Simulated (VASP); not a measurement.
# GaN in VASP: notebook

The runs below take GaN through single point, relaxation of the atoms, with LDA.

All numbers are computed with VASP 6.6.1; they aren't measurements. Logs are shortened: lines on timing, memory, paths and dates and some standing lists are left out, and cuts for length are marked.

**1. The slab as given**

The cell holds a slab with vacuum, 20 atoms: a = 3.157 Å, b = 5.148 Å, c = 26.847 Å, α = 90.00°, β = 90.00°, γ = 90.00°.

**2. Single point, LDA**

INCAR reads:

```
  PREC = Accurate
  ENCUT = 520
  EDIFF = 1E-6
  ISMEAR = 0
  SIGMA = 0.03
  LREAL = F
  LASPH = T
  NELM = 80
  ALGO = Normal
  ISIF = 2
  LWAVE = F
  LCHARG = F
  LDIPOL = T
  IDIPOL = 3
  DIPOL = 0.5 0.5 0.500
  GGA = CA
  LVHAR = T
  LVACPOTAV = T
  ICORELEVEL = 1
```

KPOINTS reads:

```
Automatic mesh
0
Gamma
  8 5 1
```

POSCAR reads:

```
GaN
1.0
    3.1567816500      0.0000000000      0.0000000000
    0.0000000000      5.1479250000      0.0000000000
    0.0000000000      0.0000000000     26.8466994800
Ga N
10 10
Direct
    0.9999996500      0.0006710000      0.2793639500
    0.5000006900      0.5006710000      0.3133080200
    0.4999997600      0.0006710000      0.3811959600
    0.0000008000      0.5006710000      0.4151400300
    0.9999998700      0.0006710000      0.4830279600
    0.5000009100      0.5006710000      0.5169720400
    0.4999999800      0.0006710000      0.5848599700
    0.0000010200      0.5006710000      0.6188040400
    0.0000000900      0.0006710000      0.6866919800
    0.5000011300      0.5006710000      0.7206360500
    0.9999996500      0.6243290000      0.2793639500
    0.5000006900      0.1243290000      0.3133080200
    0.4999997600      0.6243290000      0.3811959600
    0.0000008000      0.1243290000      0.4151400300
    0.9999998700      0.6243290000      0.4830279600
    0.5000009100      0.1243290000      0.5169720400
    0.4999999800      0.6243290000      0.5848599700
    0.0000010200      0.1243290000      0.6188040400
    0.0000000900      0.6243290000      0.6866919800
    0.5000011300      0.1243290000      0.7206360500
```

Potentials or basis: VASP PAW LDA potentials, release 64 (Ga_d, N).

On the command line:

```sh
cat potpaw_LDA.64/Ga_d/POTCAR potpaw_LDA.64/N/POTCAR > POTCAR
mpirun -np 8 vasp_std > vasp.out
```

OUTCAR:

```text
PREC = Accurate
   ENCUT = 520
   EDIFF = 1E-6
   ISMEAR = 0
   LREAL = F
   LASPH = T
   NELM = 80
   ISIF = 2
   GGA = CA

 ion  position               nearest neighbor table
   1  1.000  0.001  0.279-  12 1.93  12 1.93  11 1.94
   2  0.500  0.501  0.313-  11 1.93  13 1.93  11 1.93  12 1.94
   3  0.500  0.001  0.381-  14 1.93  12 1.93  14 1.93  13 1.94
   4  0.000  0.501  0.415-  13 1.93  15 1.93  13 1.93  14 1.94
   5  1.000  0.001  0.483-  14 1.93  16 1.93  16 1.93  15 1.94
   6  0.500  0.501  0.517-  17 1.93  15 1.93  15 1.93  16 1.94
   7  0.500  0.001  0.585-  18 1.93  16 1.93  18 1.93  17 1.94
   8  0.000  0.501  0.619-  17 1.93  19 1.93  17 1.93  18 1.94
   9  0.000  0.001  0.687-  20 1.93  18 1.93  20 1.93  19 1.94
  10  0.500  0.501  0.721-  19 1.93  19 1.93  20 1.94
  11  1.000  0.624  0.279-   2 1.93   2 1.93   1 1.94
  12  0.500  0.124  0.313-   1 1.93   3 1.93   1 1.93   2 1.94
  13  0.500  0.624  0.381-   4 1.93   2 1.93   4 1.93   3 1.94
  14  0.000  0.124  0.415-   3 1.93   5 1.93   3 1.93   4 1.94
  15  1.000  0.624  0.483-   4 1.93   6 1.93   6 1.93   5 1.94
  16  0.500  0.124  0.517-   7 1.93   5 1.93   5 1.93   6 1.94
  17  0.500  0.624  0.585-   8 1.93   6 1.93   8 1.93   7 1.94
  18  0.000  0.124  0.619-   7 1.93   9 1.93   7 1.93   8 1.94
  19  0.000  0.624  0.687-  10 1.93   8 1.93  10 1.93   9 1.94
  20  0.500  0.124  0.721-   9 1.93   9 1.93  10 1.94

  LATTYP: Found a simple orthorhombic cell.
 ALAT       =     3.1567816500
 B/A-ratio  =     1.6307510531
 C/A-ratio  =     8.5044524635

  Lattice vectors:

 A1 = (   3.1567816500,   0.0000000000,   0.0000000000)
 A2 = (   0.0000000000,   5.1479250000,   0.0000000000)
 A3 = (   0.0000000000,   0.0000000000,  26.8466994800)

Analysis of symmetry for initial positions (statically):
=====================================================================
 Subroutine PRICEL returns:
 Original cell was already a primitive cell.

 Routine SETGRP: Setting up the symmetry group for a
 simple orthorhombic supercell.

 Subroutine GETGRP returns: Found  4 space group operations
 (whereof  2 operations were pure point group operations)
 out of a pool of  8 trial point group operations.

The static configuration has the point symmetry C_1h.
 The point group associated with its full space group is C_2v.

Analysis of symmetry for dynamics (positions and initial velocities):
=====================================================================
 Subroutine PRICEL returns:
 Original cell was already a primitive cell.

 Routine SETGRP: Setting up the symmetry group for a
 simple orthorhombic supercell.

 Subroutine GETGRP returns: Found  4 space group operations
[... 153 lines left out ...]
  Thomas-Fermi vector in A             =   2.354013
   LORBIT       =      0    0 simple, 1 ext, 2 COOP (PROOUT), +10 PAW based schemes
   GGA     = CA    functional components
   LHFCALC =     F    Hartree Fock is set to
   AEXX    =    0.0000 exact exchange contribution
   IVDW    =     0    specifies the selected vdW correction
   LEPSILON=     F    determine dielectric tensor
   LRPA    =     F    only Hartree local field effects (RPA)
 non-spin polarized calculation
 Gauss-broadening in eV      SIGMA  =   0.03
  energy-cutoff  :      520.00
  volume of cell :      436.28
 maximum number of plane-waves:     11816
 NGX is ok and might be reduce to    24
   NGX = 11   NGY = 19   NGZ = 99

 dipolmoment           0.000000      0.000000     -0.000000 electrons x Angstroem

 number of electron     179.9999955 magnetization

 dipolmoment           0.000000      0.000000      0.000000 electrons x Angstroem

 Free energy of the ion-electron system (eV)
  ---------------------------------------------------
  ext. energy  EPLUGINS =         0.00000000
  ---------------------------------------------------
  free energy    TOTEN  =      -134.50170354 eV

  energy without entropy =     -134.50170354  energy(sigma->0) =     -134.50170354

 the core state eigenenergies are
   1-  1s -10172.2291  2s  -1251.2865  2p  -1090.8010  3s   -141.5526  3p    -93.0303

   2-  1s -10170.8779  2s  -1249.9842  2p  -1089.4901  3s   -140.3537  3p    -91.8370

   3-  1s -10171.6609  2s  -1250.7649  2p  -1090.2710  3s   -141.1324  3p    -92.6155
[... 15 lines left out ...]
  11-  1s   -370.9794
  12-  1s   -372.1776
  13-  1s   -371.5859
  14-  1s   -371.8746
  15-  1s   -371.7664
  16-  1s   -371.7665
  17-  1s   -371.8745
  18-  1s   -371.5859
  19-  1s   -372.1775
  20-  1s   -370.9795

 E-fermi :   0.4336     XC(G=0):  -6.8947

 val. band max:        0.2972016866   @ k =   0.0000   0.0000   0.0000
 cond. band min:       0.9840488540   @ k =   0.0000   0.0000   0.0000
 fundamental gap:      0.6868471674
 Fermi energy:         0.4336048562

 k-point     1 :       0.0000    0.0000    0.0000
  band No.  band energies     occupation
      1     -16.2445      2.00000
      2     -16.0069      2.00000
      3     -15.7691      2.00000
      4     -15.5696      2.00000
      5     -15.4214      2.00000
      6     -15.3335      2.00000
[... 251 lines left out ...]
     28     -13.6407      2.00000
     29     -13.6338      2.00000

------------------------ aborting loop because EDIFF is reached ----------------------------------------

  FORCE on cell =-STRESS in cart. coord.  units (eV):
  Direction    XX          YY          ZZ          XY          YZ          ZX
  --------------------------------------------------------------------------------------
  -------------------------------------------------------------------------------------
  Total       -1.2396825     -8.7895169     -1.7410828      0.0000000      0.0000000      0.0000000
  in kB       -4.5525361    -32.2780979     -6.3938485      0.0000000      0.0000000      0.0000000
  external PRESSURE =     -14.4081608 kB  Pullay stress =       0.0000000 kB

 VOLUME and BASIS-vectors are now :
 -----------------------------------------------------------------------------
  energy-cutoff  :      520.00
  volume of cell :      436.28
      direct lattice vectors                 reciprocal lattice vectors
     3.156781650  0.000000000  0.000000000     0.316778324  0.000000000  0.000000000
     0.000000000  5.147925000  0.000000000     0.000000000  0.194253024  0.000000000
     0.000000000  0.000000000 26.846699480     0.000000000  0.000000000  0.037248527

 POSITION                                       TOTAL-FORCE (eV/Angst)
 -----------------------------------------------------------------------------------
      3.15678      0.00345      7.50000         0.000000     -2.120969      1.541778
      1.57839      2.57742      8.41129         0.000000      1.172998     -1.580890
      1.57839      0.00345     10.23385         0.000000     -0.511150      0.227358
      0.00000      2.57742     11.14514         0.000000      0.204575     -0.157881
      3.15678      0.00345     12.96771         0.000000     -0.041426      0.077445
      1.57839      2.57742     13.87899         0.000000     -0.041426     -0.077445
[... 12 lines left out ...]
      0.00000      3.21400     18.43541         0.000000      0.505161      1.063901
      1.57839      0.64004     19.34670         0.000000      0.791375     -0.516691
 -----------------------------------------------------------------------------------
    total drift:                               -0.010315     -0.003008      0.008629

  FREE ENERGIE OF THE ION-ELECTRON SYSTEM (eV)
  ---------------------------------------------------
  free  energy   TOTEN  =      -134.5017035427 eV

  energy  without entropy=     -134.5017035427  energy(sigma->0) =     -134.50170354

 vacuum level on the upper side and lower side of the slab         5.707         5.707
```

OSZICAR:

```text
N       E                     dE             d eps       ncg     rms          rms(c)
DAV:   1     0.257571800775E+04    0.25757E+04   -0.78590E+04  3824   0.243E+03
DAV:   2     0.570568031374E+03   -0.20051E+04   -0.18722E+04  3368   0.747E+02
DAV:   3    -0.641998132672E+02   -0.63477E+03   -0.60285E+03  4448   0.266E+02
[... 19 lines left out ...]
DAV:  23    -0.134501669691E+03   -0.49222E-04   -0.32060E-06  2648   0.702E-03    0.120E-03
DAV:  24    -0.134501690359E+03   -0.20667E-04   -0.88606E-07  2656   0.465E-03    0.734E-04
DAV:  25    -0.134501700871E+03   -0.10512E-04   -0.76306E-07  2392   0.373E-03    0.406E-04
DAV:  26    -0.134501702911E+03   -0.20400E-05   -0.18223E-07  2640   0.293E-03    0.268E-04
DAV:  27    -0.134501703543E+03   -0.63179E-06   -0.77816E-08  2392   0.165E-03
   1 F= -.13450170E+03 E0= -.13450170E+03  d E =-.445508E-12
```

stdout:

```text
POSCAR found type information on POSCAR GaN
 POSCAR found :  2 types and      20 ions
 scaLAPACK will be used
 -----------------------------------------------------------------------------
|                                                                             |
[... 46 lines left out ...]
|     field-free region was found. Please increase the size of  your cell     |
|     in the dimension of the dipole correction to obtain accurate            |
|     workfunction values.                                                    |
|                                                                             |
 -----------------------------------------------------------------------------
```

Run time: 4.7 min. Hardware: 8 MPI ranks of Intel Xeon Platinum 8488C (Sapphire Rapids), shared host; peak memory 0.23 GiB.

What came out:

| Item | Value |
| --- | --- |
| Free energy | -134.5017 eV |
| Largest force | 2.622 eV/Å |
| Band gap on the k mesh | 0.69 eV, direct |
| Ionisation potential of the upper face | 5.41 eV |

Forces on the atoms (eV/Å):
```
Ga   0.000 -2.121  1.542
Ga   0.000  1.173 -1.581
Ga   0.000 -0.511  0.227
Ga   0.000  0.205 -0.158
Ga   0.000 -0.041  0.077
Ga   0.000 -0.041 -0.077
Ga   0.000  0.205  0.158
Ga   0.000 -0.511 -0.227
Ga   0.000  1.173  1.581
Ga   0.000 -2.121 -1.542
N    0.000  0.791  0.517
N    0.000  0.505 -1.064
N    0.000 -0.031  0.597
N    0.000  0.028 -0.228
N    0.000  0.002  0.153
N    0.000  0.002 -0.153
N    0.000  0.028  0.228
N    0.000 -0.031 -0.597
N    0.000  0.505  1.064
N    0.000  0.791 -0.517
```

Levels at points of the mesh, in eV from the valence-band top:
```csv
k point,band 88,band 89,band 90,band 91,band 92,band 93
"(0.00, 0.00, 0.00)",-0.25,-0.02,0.00,0.69,1.09,2.66
"(0.50, 0.00, 0.00)",-1.72,-0.53,-0.53,1.93,1.93,4.78
```

Core levels (eV, on the scale of the bands):
```tsv
atom	levels
1 Ga	1s -10172.2, 2s -1251.3, 2p -1090.8, 3s -141.6, 3p -93.0
2 Ga	1s -10170.9, 2s -1250.0, 2p -1089.5, 3s -140.4, 3p -91.8
3 Ga	1s -10171.7, 2s -1250.8, 2p -1090.3, 3s -141.1, 3p -92.6
4 Ga	1s -10171.4, 2s -1250.5, 2p -1090.0, 3s -140.9, 3p -92.4
5 Ga	1s -10171.5, 2s -1250.6, 2p -1090.2, 3s -141.0, 3p -92.5
6 Ga	1s -10171.5, 2s -1250.6, 2p -1090.2, 3s -141.0, 3p -92.5
```

(Part 1 of 2 ends here.)
